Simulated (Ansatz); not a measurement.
Here is an Ansatz 0.2.0 calculation.

File input.yaml:

```yaml
crystal:
  lattice:
    - [0.0, 1.813001, 1.813001]
    - [1.813001, 0.0, 1.813001]
    - [1.813001, 1.813001, 0.0]
  atoms:
    - { symbol: "N", position: [0.25, 0.25, 0.25] }
    - { symbol: B, position: [0.0, 0.0, 0.0] }
hamiltonian:
  xc: pbesol
  pseudopotentials: { kind: paw }
kpoints:
  mp_grid: { grid: [13, 13, 13] }
  band_path:
    path:
      - [[0.0, 0.0, 0.0], [0.5, 0.0, 0.5], [0.5, 0.25, 0.75], [0.375, 0.375, 0.75], [0.0, 0.0, 0.0], [0.5, 0.5, 0.5], [0.625, 0.25, 0.625], [0.5, 0.25, 0.75], [0.5, 0.5, 0.5], [0.375, 0.375, 0.75]]
      - [[0.625, 0.25, 0.625], [0.5, 0.0, 0.5]]
    npoints: 14
scf:
  occupations: { method: fermi_dirac, width: 0.05 }
  n_extra_bands: 6
output:
  forces: true
  stress: true
  eigenvalues: true
  fatbands: false
```

Potentials or basis: Ansatz PAW.

Command:

```console
$ ansatz run input.yaml --threads 2 --pin off --max-ram 5632MiB --backend cpu --events-out ev --progress --plain --runs-dir out
```

Q: What does it give for the band gap along the path?

A: 4.28 eV, indirect (least direct gap 8.73 eV).

Q: Estimate the pressure.

A: -6.3 GPa.

Q: Estimate the band gap on the k mesh.

A: 4.35 eV, indirect (least direct gap 8.73 eV).

Levels at the corners of the path, in eV from the valence-band top:
| point | band 1 | band 2 | band 3 | band 4 | band 5 | band 6 | band 7 | band 8 |
| --- | --- | --- | --- | --- | --- | --- | --- | --- |
| Γ | -20.15 | 0.00 | 0.00 | 0.00 | 8.73 | 8.73 | 8.73 | 10.09 |
| X | -14.56 | -8.91 | -4.89 | -4.89 | 4.28 | 9.05 | 17.73 | 17.73 |
| W | -14.24 | -7.56 | -6.98 | -6.52 | 9.40 | 13.13 | 14.28 | 14.51 |
| K | -14.47 | -8.11 | -7.68 | -4.07 | 6.73 | 12.68 | 15.66 | 16.48 |
| Γ | -20.15 | 0.00 | 0.00 | 0.00 | 8.73 | 8.73 | 8.73 | 10.09 |
| L | -15.92 | -10.69 | -1.93 | -1.93 | 9.96 | 10.58 | 10.58 | 14.98 |
| U | -14.47 | -8.11 | -7.68 | -4.07 | 6.73 | 12.68 | 15.66 | 16.48 |
| W | -14.24 | -7.56 | -6.98 | -6.52 | 9.40 | 13.13 | 14.28 | 14.51 |
| L | -15.92 | -10.69 | -1.93 | -1.93 | 9.96 | 10.58 | 10.58 | 14.98 |
| K | -14.47 | -8.11 | -7.68 | -4.07 | 6.73 | 12.68 | 15.66 | 16.48 |
| U | -14.47 | -8.11 | -7.68 | -4.07 | 6.73 | 12.68 | 15.66 | 16.48 |
| X | -14.56 | -8.91 | -4.89 | -4.89 | 4.28 | 9.05 | 17.73 | 17.73 |

Caveat: the k mesh misses the band edges, so the gap on the mesh is wider than the one along the path; the pressure holds a Pulay correction of +1.1 GPa for the finite cutoff; the PAW data sets come from PBE, with cores solved anew for the run's functional, which leaves a small shift of forces and pressure.

**The experiment to reproduce.**

From a printed reference work, monograph, for a bulk crystal of BN at 300 K: band gap 6.4 eV (indirect).

Against the measured gap of BN, 6.4 eV (indirect; 300 K; a printed reference work, monograph), the calculated 4.28 eV is off by -2.12 eV. The value is that of PBEsol, without temperature or zero-point motion. Semilocal functionals fall short of measured gaps as a rule. The cell is a database's relaxed one, not the measured one, which moves gaps too.
